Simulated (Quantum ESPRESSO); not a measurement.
# HfC in Quantum ESPRESSO: the effect of functional

HfC:

```
Hf C
1.0
     0.00000    2.32500    2.32500
     2.32500    0.00000    2.32500
     2.32500    2.32500    0.00000
Hf C
1 1
Cartesian
  2.3250 2.3250 2.3250
  0.0000 0.0000 0.0000
```

Alike in all runs:

```yaml
Program: Quantum ESPRESSO 7.5
Task: band structure
Potentials_or_basis: SG15 PBE 1.2
Cutoff: 1197 eV
Density_cutoff: 4789 eV
k_mesh: 10 × 10 × 10
Occupations: fermi-dirac, width 0.05 eV
Spin: no spin polarisation
```

```tsv
functional	pressure (GPa)
LDA	?
PBEsol	-6.2
RPBE	6.8
AM05	-6.9
revPBE	5.3
WC	-5.5
```

Task: What does the run with functional LDA give?

Result: Pressure -14.8 GPa.

Caveats: the potentials were made for another functional, which shifts forces and pressure.

Runs at the PBE level aren't shown here.
